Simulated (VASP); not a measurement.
# BN in VASP: settings compared

One sheet, BN, is run at these levels: BEEF-vdW, PBE+D4, PBE+TS; tasks: relaxation of the atoms.

All numbers are computed with VASP 6.6.1; they aren't measurements. Logs are shortened: lines on timing, memory, paths and dates and some standing lists are left out, and cuts for length are marked.

## Step 1: Starting point

The cell holds a sheet with vacuum, 2 atoms: a = 2.512 Å, b = 2.512 Å, c = 23.902 Å, α = 90.00°, β = 90.00°, γ = 120.00°.

The cell was built by a generator and needn't be a form met in nature.

## Step 2: Relaxation of the atoms, BEEF-vdW

File INCAR:

```
  PREC = Accurate
  ENCUT = 520
  EDIFF = 1E-6
  ISMEAR = 0
  SIGMA = 0.05
  LREAL = False
  LASPH = True
  NELM = 60
  ALGO = Normal
  ISIF = 2
  LWAVE = False
  LCHARG = False
  LDIPOL = True
  IDIPOL = 3
  DIPOL = 0.5 0.5 0.314
  GGA = BF
  LUSE_VDW = True
  ZAB_VDW = -1.8867
  IBRION = 2
  NSW = 60
  EDIFFG = -0.02
```

File KPOINTS:

```
Automatic mesh
0
Gamma
  12 12 1
```

File POSCAR:

```
BN
1.0
    2.5120600000     -0.0042300000      0.0000000000
   -1.2523700000      2.1776200000      0.0000000000
    0.0000000000      0.0000000000     23.9016000000
B N
1 1
Selective dynamics
Direct
    0.9940400000      0.9945700000      0.3137900000  F F F
    0.6607100000      0.3279100000      0.3137900000  T T T
```

Potentials or basis: VASP PAW PBE potentials, release 64 (B, N).

Command:

```
$ cat potpaw_PBE.64/B/POTCAR potpaw_PBE.64/N/POTCAR > POTCAR
$ mpirun -np 1 vasp_std > vasp.out
```

OUTCAR:

```text
PREC = Accurate
   ENCUT = 520
   EDIFF = 1E-6
   ISMEAR = 0
   LREAL = False
   LASPH = True
   NELM = 60
   ISIF = 2
   GGA = BF
   IBRION = 2
   NSW = 60
   EDIFFG = -0.02

 ion  position               nearest neighbor table
   1  0.994  0.995  0.314-   2 1.45   2 1.45   2 1.45
   2  0.661  0.328  0.314-   1 1.45   1 1.45   1 1.45

  LATTYP: Found a hexagonal cell.
 ALAT       =     2.5120635614
 C/A-ratio  =     9.5147274007

  Lattice vectors:

 A1 = (   2.5120600000,  -0.0042300000,   0.0000000000)
 A2 = (  -1.2523700000,   2.1776200000,   0.0000000000)
 A3 = (   0.0000000000,   0.0000000000,  23.9016000000)

Analysis of symmetry for initial positions (statically):
=====================================================================
 Subroutine PRICEL returns:
 Original cell was already a primitive cell.

 Routine SETGRP: Setting up the symmetry group for a
 hexagonal supercell.

 Subroutine GETGRP returns: Found  4 space group operations
 (whereof  1 operations were pure point group operations)
 out of a pool of 24 trial point group operations.

The static configuration has the point symmetry C_1 .
 The point group associated with its full space group is C_2v.

Analysis of symmetry for dynamics (positions and initial velocities):
=====================================================================
 Subroutine PRICEL returns:
 Original cell was already a primitive cell.

 Routine SETGRP: Setting up the symmetry group for a
 hexagonal supercell.

 Subroutine GETGRP returns: Found  4 space group operations
 (whereof  1 operations were pure point group operations)
 out of a pool of 24 trial point group operations.

The dynamic configuration has the point symmetry C_1 .
 The point group associated with its full space group is C_2v.

Analysis of constrained symmetry for selective dynamics:
=====================================================================
 Subroutine PRICEL returns:
 Original cell was already a primitive cell.

 Routine SETGRP: Setting up the symmetry group for a
 hexagonal supercell.

 Subroutine GETGRP returns: Found  4 space group operations
 (whereof  1 operations were pure point group operations)
 out of a pool of 24 trial point group operations.

The constrained configuration has the point symmetry C_1 .
 The point group associated with its full space group is C_2v.

 Subroutine INISYM returns: Found  4 space group operations
 (whereof  1 operations are pure point group operations),
 and found     1 'primitive' translations

----------------------------------------------------------------------------------------

                                     Primitive cell

  volume of cell :     130.6226

  direct lattice vectors                    reciprocal lattice vectors
     2.512060000 -0.004230000  0.000000000     0.398465543  0.229161329  0.000000000
    -1.252370000  2.177620000  0.000000000     0.000774014  0.459662086  0.000000000
     0.000000000  0.000000000 23.901600000     0.000000000  0.000000000  0.041838203

  length of vectors
     2.512063561  2.512062794 23.901600000     0.459662598  0.459662738  0.041838203

  position of ions in fractional coordinates (direct lattice)
     0.994040000  0.994570000  0.313790000
     0.660710000  0.327910000  0.313790000

  ion indices of the primitive-cell ions
   primitive index   ion index
                 1           1
                 2           2

----------------------------------------------------------------------------------------

 KPOINTS: Automatic mesh

Automatic generation of k-mesh.
 Grid dimensions read from file:
 generate k-points for:   12   12    1

 Generating k-lattice:

  Cartesian coordinates                     Fractional coordinates (reciprocal lattice)
     0.033205462  0.019096777  0.000000000     0.083333333  0.000000000  0.000000000
     0.000064501  0.038305174  0.000000000    -0.000000000  0.083333333  0.000000000
     0.000000000  0.000000000  0.041838203     0.000000000  0.000000000  1.000000000

  Length of vectors
     0.038305216  0.038305228  0.041838203

  Shift w.r.t. Gamma in fractional coordinates (k-lattice)
     0.000000000  0.000000000  0.000000000

 Subroutine IBZKPT returns following result:
 ===========================================

 Found     43 irreducible k-points:

 Following reciprocal coordinates:
            Coordinates               Weight
  0.000000  0.000000  0.000000      1.000000
  0.083333 -0.000000  0.000000      4.000000
 -0.000000  0.083333  0.000000      2.000000
  0.166667  0.000000  0.000000      4.000000
 -0.000000  0.166667  0.000000      2.000000
  0.250000  0.000000  0.000000      4.000000
[... 16 lines left out ...]
 -0.083333  0.416667  0.000000      4.000000
 -0.416667  0.333333  0.000000      4.000000
 [... further k-points ...]
   k-points           NKPTS =     43   k-points in BZ     NKDIM =     43   number of bands    NBANDS=      8
   number of dos      NEDOS =    301   number of ions     NIONS =      2
   total plane-waves  NPLWV =  72000
   dimension x,y,z NGX =    20 NGY =   20 NGZ =  180
   dimension x,y,z NGXF=    40 NGYF=   40 NGZF=  360
   ions per type =               1   1
   NGX,Y,Z   is equivalent  to a cutoff of  13.24, 13.24, 12.52 a.u.
   NGXF,Y,Z  is equivalent  to a cutoff of  26.47, 26.47, 25.04 a.u.
 SYSTEM =  unknown system
   PREC   = accura    normal or accurate (medium, high low for compatibility)
   ISTART =      0    job   : 0-new  1-cont  2-samecut
   ICHARG =      2    charge: 1-file 2-atom 10-const
   ISPIN  =      1    spin polarized calculation?
   LNONCOLLINEAR =      F non collinear calculations
   LSORBIT =      F    spin-orbit coupling
   LASPH  =      T    aspherical Exc in radial PAW
   ENCUT  =  520.0 eV  38.22 Ry    6.18 a.u.   4.67  4.67 44.44*2*pi/ulx,y,z
   NELM   =     60;   NELMIN=  2; NELMDL= -5     # of ELM steps
   EDIFF  = 0.1E-05   stopping-criterion for ELM
   LREAL  =      F    real-space projection
   EDIFFG = -.2E-01   stopping-criterion for IOM
   NSW    =     60    number of steps for IOM
   IBRION =      2    ionic relax: 0-MD 1-quasi-New 2-CG
   NFREE  =      1    steps in history (QN), initial steepest desc. (CG)
   ISIF   =      2    stress and relaxation
   ISYM   =      2    0-nonsym 1-usesym 2-fastsym
   POTIM  = 0.5000    time-step for ionic-motion
   TEBEG  =    0.0;   TEEND  =   0.0 temperature during run
   PSTRESS=    0.0 pullay stress
   NELECT =       8.0000    total number of electrons
   NUPDOWN=      -1.0000    fix difference up-down
   EMIN   =  10.00;   EMAX   =-10.00  energy-range for DOS
   EFERMI =   0.00;   METHOD = LEGACY
   ISMEAR =     0;   SIGMA  =   0.05  broadening in eV -4-tet -1-fermi 0-gaus
   EFERMI_NEDOS =   21; number of points for ismear=-14 and -15
   IALGO  =     38    algorithm
   IMIX   =      4    mixing-type and parameters
     AMIX     =   0.40;   BMIX     =  1.00
     AMIX_MAG =   1.60;   BMIX_MAG =  1.00
  volume/ion in A,a.u.               =      65.31       440.74
  Fermi-wavevector in a.u.,A,eV,Ry     =   0.645306  1.219451  5.665728  0.416419
  Thomas-Fermi vector in A             =   1.712918
   LORBIT       =      0    0 simple, 1 ext, 2 COOP (PROOUT), +10 PAW based schemes
   GGA     = BF    functional components
   LHFCALC =     F    Hartree Fock is set to
   AEXX    =    0.0000 exact exchange contribution
   IVDW_NL    =     1    kernel type
   BPARAM     = 6.3000
   IVDW    =     0    specifies the selected vdW correction
   LEPSILON=     F    determine dielectric tensor
   LRPA    =     F    only Hartree local field effects (RPA)
 conjugate gradient relaxation of ions
 non-spin polarized calculation
 Gauss-broadening in eV      SIGMA  =   0.05
  energy-cutoff  :      520.00
  volume of cell :      130.62
 maximum number of plane-waves:      3557
   NGX =  9   NGY =  9   NGZ = 89

 dipolmoment           0.000000      0.000000      0.000001 electrons x Angstroem

 number of electron       7.9999999 magnetization

 dipolmoment           0.000000      0.000000     -0.000000 electrons x Angstroem

 Free energy of the ion-electron system (eV)
  ---------------------------------------------------
  ext. energy  EPLUGINS =         0.00000000
  ---------------------------------------------------
  free energy    TOTEN  =       -15.28511282 eV

  energy without entropy =      -15.28511282  energy(sigma->0) =      -15.28511282

 E-fermi :  -4.7078     XC(G=0):  -1.9701

 val. band max:       -4.9254857661   @ k =   0.3333   0.3333   0.0000
 cond. band min:      -0.6941346322   @ k =   0.0000   0.0000   0.0000
 fundamental gap:      4.2313511339
 Fermi energy:        -4.7077873016

 k-point     1 :       0.0000    0.0000    0.0000
  band No.  band energies     occupation
      1     -22.6014      2.00000
      2     -10.0331      2.00000
      3      -6.3244      2.00000
      4      -6.3241      2.00000
      5      -0.6941      0.00000
      6       0.3220      0.00000
      7       1.1438      0.00000
      8       1.6022      0.00000

 k-point     2 :       0.0833   -0.0000    0.0000
  band No.  band energies     occupation
      1     -22.4696      2.00000
      2      -9.8562      2.00000
      3      -6.8770      2.00000
      4      -6.5750      2.00000
      5      -0.4652      0.00000
      6       0.5290      0.00000
      7       1.3647      0.00000
      8       1.8195      0.00000

 k-point     3 :      -0.0000    0.0833    0.0000
  band No.  band energies     occupation
      1     -22.4696      2.00000
      2      -9.8562      2.00000
      3      -6.8772      2.00000
      4      -6.5748      2.00000
      5      -0.4652      0.00000
      6       0.5290      0.00000
      7       1.3647      0.00000
      8       1.8195      0.00000
[... 210 lines left out ...]
 k-point    23 :      -0.0833    0.4167    0.0000
  band No.  band energies     occupation
      1     -20.2219      2.00000
      2     -12.4999      2.00000
      3      -9.1205      2.00000
      4      -6.7510      2.00000
      5       1.4016      0.00000
      6       3.7243      0.00000
      7       5.0728      0.00000
      8       5.7395      0.00000

 k-point    24 :      -0.4167    0.3333    0.0000
  band No.  band energies     occupation
      1     -20.2219      2.00000
      2     -12.4998      2.00000
      3      -9.1206      2.00000
      4      -6.7511      2.00000
      5       1.4017      0.00000
      6       3.7243      0.00000
      7       5.0728      0.00000
      8       5.7395      0.00000

 [... further k-points ...]

------------------------ aborting loop because EDIFF is reached ----------------------------------------

 vacuum level on the upper side and lower side of the slab       (xc-potential included)        -0.008        -0.008

  FORCE on cell =-STRESS in cart. coord.  units (eV):
  Direction    XX          YY          ZZ          XY          YZ          ZX
  --------------------------------------------------------------------------------------
  -------------------------------------------------------------------------------------
  Total       -0.0037609     -0.0035444     -0.0210428      0.0000004      0.0000000      0.0000000
  in kB       -0.0461299     -0.0434748     -0.2581045      0.0000045      0.0000000      0.0000000
  external PRESSURE =      -0.1159030 kB  Pullay stress =       0.0000000 kB

 VOLUME and BASIS-vectors are now :
 -----------------------------------------------------------------------------
  energy-cutoff  :      520.00
  volume of cell :      130.62
      direct lattice vectors                 reciprocal lattice vectors
     2.512060000 -0.004230000  0.000000000     0.398465543  0.229161329  0.000000000
    -1.252370000  2.177620000  0.000000000     0.000774014  0.459662086  0.000000000
     0.000000000  0.000000000 23.901600000     0.000000000  0.000000000  0.041838203

 POSITION                                       TOTAL-FORCE (eV/Angst)
 -----------------------------------------------------------------------------------
      1.25152      2.16159      7.50008         0.000001      0.000566      0.000000
      1.24908      0.71127      7.50008        -0.000001     -0.000566      0.000000
 -----------------------------------------------------------------------------------
    total drift:                                0.000093      0.000047      0.000005

  FREE ENERGIE OF THE ION-ELECTRON SYSTEM (eV)
  ---------------------------------------------------
  free  energy   TOTEN  =       -15.2851128228 eV

  energy  without entropy=      -15.2851128228  energy(sigma->0) =      -15.28511282

Total vdW correction in eV:      1.3709474

 reached required accuracy - stopping structural energy minimisation

 vacuum level on the upper side and lower side of the slab         1.113         1.113
```

Run time: 5.6 min. Hardware: 1 thread of Intel Xeon Platinum 8259CL at 2.50GHz (Skylake/Cascade Lake), shared host; peak memory 0.64 GiB.

What came out:

```
Free energy            : -15.2851 eV
Band gap on the k mesh : 4.23 eV, indirect (least direct gap 4.85 eV)
```

Final structure:
```
B N
1.0
     2.51206   -0.00423    0.00000
    -1.25237    2.17762    0.00000
     0.00000    0.00000   23.90160
B N
1 1
Direct
  0.99404 0.99457 0.31379
  0.66071 0.32791 0.31379
```

Levels at points of the mesh, in eV from the valence-band top:
```
           k point  band 1  band 2  band 3  band 4  band 5  band 6  band 7  band 8
(0.00, 0.00, 0.00)  -17.68   -5.11   -1.40   -1.40    4.23    5.25    6.07    6.53
(0.50, 0.00, 0.00)  -14.67   -8.82   -4.13   -0.87    4.95    9.76   12.04   12.48
(0.00, 0.50, 0.00)  -14.67   -8.82   -4.13   -0.87    4.95    9.76   12.04   12.48
```

Caveat: the relaxation stopped at its first step, so nothing moved; the PAW data sets were made with another functional, which shifts forces and pressure a little.

## Step 3: Relaxation of the atoms, PBE+D4

File INCAR:

```
SYSTEM = BN
PREC = Accurate ; ENCUT = 520
EDIFF = 1E-7 ; ISMEAR = 0
SIGMA = 0.05 ; LREAL = .False.
LASPH = .True. ; NELM = 80
ALGO = Normal ; ISIF = 2
LWAVE = .False. ; LCHARG = .False.
LDIPOL = .True. ; IDIPOL = 3
DIPOL = 0.5 0.5 0.314 ; GGA = PE
IVDW = 13 ; IBRION = 2
NSW = 60 ; EDIFFG = -0.02
```

File KPOINTS:

```
regular mesh
0
Gamma
  12 12 1
  0 0 0
```

POSCAR is that of step 2.

Potentials or basis: VASP PAW PBE potentials, release 64 (B, N).

Command:

```
$ cat potpaw_PBE.64/B/POTCAR potpaw_PBE.64/N/POTCAR > POTCAR
$ mpirun -np 1 vasp_std > vasp.out
```

It took 80 s on 1 thread of Intel Xeon Platinum 8259CL at 2.50GHz (Skylake/Cascade Lake), shared host; peak memory 0.26 GiB.

Results (log left out):

| Quantity | Value |
| --- | --- |
| Free energy | -17.7909 eV |
| Band gap on the k mesh | 4.66 eV, direct |
| Dispersion energy per atom | -0.095 eV |

Final structure:
```cif
data_structure
_symmetry_space_group_name_H-M 'P 1'
_symmetry_Int_Tables_number 1
_cell_length_a 2.5121
_cell_length_b 2.5121
_cell_length_c 23.9016
_cell_angle_alpha 90.000
_cell_angle_beta 90.000
_cell_angle_gamma 120.000
_cell_volume 130.62
loop_
_atom_site_label
_atom_site_type_symbol
_atom_site_fract_x
_atom_site_fract_y
_atom_site_fract_z
_atom_site_occupancy
B1 B 0.99404 0.99457 0.31379 1
N1 N 0.66071 0.32791 0.31379 1
```

Levels at points of the mesh, in eV from the valence-band top:
| k point | band 2 | band 3 | band 4 | band 5 | band 6 | band 7 |
| --- | --- | --- | --- | --- | --- | --- |
| (0.00, 0.00, 0.00) | -5.20 | -1.35 | -1.35 | 4.69 | 5.59 | 5.90 |
| (0.50, 0.00, 0.00) | -8.85 | -4.12 | -0.90 | 4.78 | 9.66 | 12.44 |
| (0.00, 0.50, 0.00) | -8.85 | -4.12 | -0.90 | 4.78 | 9.66 | 12.44 |

Caveat: the relaxation stopped at its first step, so nothing moved.

## Step 4: Relaxation of the atoms, PBE+TS, spin-orbit coupling, no magnetisation

File INCAR:

```
SYSTEM = BN
PREC = Accurate
ENCUT = 400
EDIFF = 1E-7
ISMEAR = -1
SIGMA = 0.05
LREAL = .False.
LASPH = .True.
NELM = 60
ALGO = Normal
ISIF = 2
LWAVE = .False.
LCHARG = .False.
MAGMOM = 0 0 0 0 0 0
LORBIT = 11
LSORBIT = .True.
GGA_COMPAT = .False.
LDIPOL = .True.
IDIPOL = 3
DIPOL = 0.5 0.5 0.314
GGA = PE
IVDW = 2
IBRION = 2
NSW = 60
EDIFFG = -0.01
```

File KPOINTS:

```
regular mesh
0
Gamma
  9 9 1
  0 0 0
```

File POSCAR:

```
BN
1.0
    2.5120600000     -0.0042300000      0.0000000000
   -1.2523700000      2.1776200000      0.0000000000
    0.0000000000      0.0000000000     23.9016000000
B N
1 1
Direct
    0.9940400000      0.9945700000      0.3137900000
    0.6607100000      0.3279100000      0.3137900000
```

Potentials or basis: VASP PAW PBE potentials, release 64 (B_s, N_s).

Command:

```
$ cat potpaw_PBE.64/B_s/POTCAR potpaw_PBE.64/N_s/POTCAR > POTCAR
$ mpirun -np 1 vasp_ncl > vasp.out
```

It took 6.5 min on 1 thread of Intel Xeon Platinum 8259CL at 2.50GHz (Skylake/Cascade Lake), shared host; peak memory 0.43 GiB.

It converged, with:

- Free energy: -17.6527 eV
- Valence electrons inside the program's atomic spheres: B 2.51; N 5.56
- Hirshfeld charges: B +0.21; N -0.21 e
- Dispersion energy per atom: -0.044 eV

Final structure:
```yaml
crystal:
  lattice:
    - [2.51206, -0.00423, 0.00000]
    - [-1.25237, 2.17762, 0.00000]
    - [0.00000, 0.00000, 23.90160]
  atoms:
    - { symbol: B, position: [0.99404, 0.99457, 0.31379] }
    - { symbol: N, position: [0.66071, 0.32791, 0.31379] }
```

Caveat: the relaxation stopped at its first step, so nothing moved.

## Step 5: For comparison

An earlier run on the cell as given: functional PBE; potentials or basis VASP PAW PBE potentials, release 64 (B, N); cutoff 520 eV; k mesh 12 × 12 × 1; occupations fermi-dirac, width 0.05 eV; no spin polarisation.

* Band gap on the k mesh: 4.66 eV, direct
* Ionisation potential of the upper face: 5.82 eV

## Step 6: The runs side by side

```tsv
task	level	potentials or basis	spin	cell	k mesh	cutoff (eV)	smearing	atoms held fixed (from 0)	gap on the mesh (eV)
relaxation of the atoms	BEEF-vdW	VASP PAW PBE potentials, release 64 (B, N)	off	atoms relaxed	12 × 12 × 1	520	gaussian 0.05 eV	[0]	4.23
relaxation of the atoms	PBE+D4	VASP PAW PBE potentials, release 64 (B, N)	off	atoms relaxed	12 × 12 × 1	520	gaussian 0.05 eV	[0]	4.66
relaxation of the atoms	PBE+TS	VASP PAW PBE potentials, release 64 (B_s, N_s)	SOC, no magnetisation	atoms relaxed	9 × 9 × 1	400	fermi-dirac 0.05 eV	-	-
single point	PBE	VASP PAW PBE potentials, release 64 (B, N)	off	as given	12 × 12 × 1	520	fermi-dirac 0.05 eV	-	4.66
```

Caveats: the relaxation stopped at its first step, so nothing moved (some runs); the PAW data sets were made with another functional, which shifts forces and pressure a little (some runs).

Absolute energies hang on the potentials; compare differences alone.
